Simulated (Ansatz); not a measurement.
A run of Ansatz 0.2.0 is set up as follows.

input.yaml

```yaml
crystal:
  lattice:
    - [5.5822227355, 0.0, 0.0]
    - [-2.7911113678, 4.8343466985, 0.0]
    - [0.0, 0.0, 6.08246788]
  atoms:
    - { symbol: Ti, position: [0.46693675, 0.0, 0.3333333333] }
    - { symbol: Ti, position: [0.0, 0.46693675, 0.6666666667] }
    - { symbol: Ti, position: [0.53306325, 0.53306325, 0.0] }
    - { symbol: O, position: [0.58106572, 0.85143318, 0.1206639333] }
    - { symbol: O, position: [0.72963254, 0.14856682, 0.5460027333] }
    - { symbol: O, position: [0.27036746, 0.41893428, 0.7873306] }
    - { symbol: O, position: [0.85143318, 0.58106572, 0.8793360667] }
    - { symbol: O, position: [0.14856682, 0.72963254, 0.4539972667] }
    - { symbol: O, position: [0.41893428, 0.27036746, 0.2126694] }
hamiltonian:
  xc: r2scan
  pseudopotentials: { kind: paw }
  hubbard: { sites: [{ species: Ti, l: d, u_eff: 6.0 }] }
kpoints:
  mp_grid: { grid: [6, 6, 5] }
  band_path:
    path:
      - [[0.0, 0.0, 0.0], [0.5, 0.0, 0.0], [0.3333333333, 0.3333333333, 0.0], [0.0, 0.0, 0.0], [0.0, 0.0, 0.5], [0.5, 0.0, 0.5], [0.3333333333, 0.3333333333, 0.5], [0.0, 0.0, 0.5]]
      - [[0.5, 0.0, 0.5], [0.5, 0.0, 0.0]]
      - [[0.3333333333, 0.3333333333, 0.0], [0.3333333333, 0.3333333333, 0.5]]
    npoints: 10
scf:
  occupations: { method: fermi_dirac, width: 0.05 }
  n_extra_bands: 22
output:
  forces: true
  stress: true
  eigenvalues: true
  fatbands: false
  write_density: true
  write_potential: true
  elf: true
  volumetric_format: npy
```

Potentials or basis: Ansatz PAW.

The run is started by

```console
$ ansatz run input.yaml --threads 4 --pin off --max-ram 11264MiB --backend cpu --events-out ev --progress --plain --runs-dir out
```

(1) Estimate the band gap along the path.

(2) Estimate the band gap on the k mesh.

Results:

(1) 4.77 eV, indirect (least direct gap 4.83 eV).

(2) 4.80 eV, indirect (least direct gap 4.85 eV).
